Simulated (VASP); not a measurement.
CdSe:

```xyz
4
Lattice="4.3107 0.0000 0.0000 -2.1553 3.7332 0.0000 0.0000 0.0000 7.0319" Properties=species:S:1:pos:R:3 pbc="T T T"
Cd    2.1554    1.2444    3.5157
Cd    0.0000    2.4888    7.0316
Se    2.1554    1.2444    6.1592
Se    0.0000    2.4888    2.6433
```

The cell is a database's computed one.

Base run:

| Quantity | Value |
| --- | --- |
| Program | VASP 6.6.1 |
| Functional | r2SCAN |
| Potentials or basis | VASP PAW PBE potentials, release 64 (Cd, Se) |
| Cutoff | 520 eV |
| k mesh | 9 × 9 × 6 |
| Occupations | gaussian, width 0.02 eV |
| Spin | no spin polarisation |

Its results: band gap on the k mesh 1.14 eV, direct; pressure 1.4 GPa; largest force 0.005 eV/Å.

Q: The run is repeated on the same cell with these changes: functional from r2SCAN to PBEsol; cutoff from 520 eV to 900 eV. What comes out?

A: Band gap on the k mesh 0.53 eV, direct; pressure 0.0 GPa; largest force 0.004 eV/Å.

r2SCAN gives the wider gap, since meta-GGAs in the generalised Kohn-Sham scheme recover part of the derivative discontinuity.

Caveats: the PAW data sets were made with another functional, which shifts forces and pressure a little; an odd mesh through Γ misses points on the zone boundary, where band edges often lie.

Not every run made on this cell is shown here.
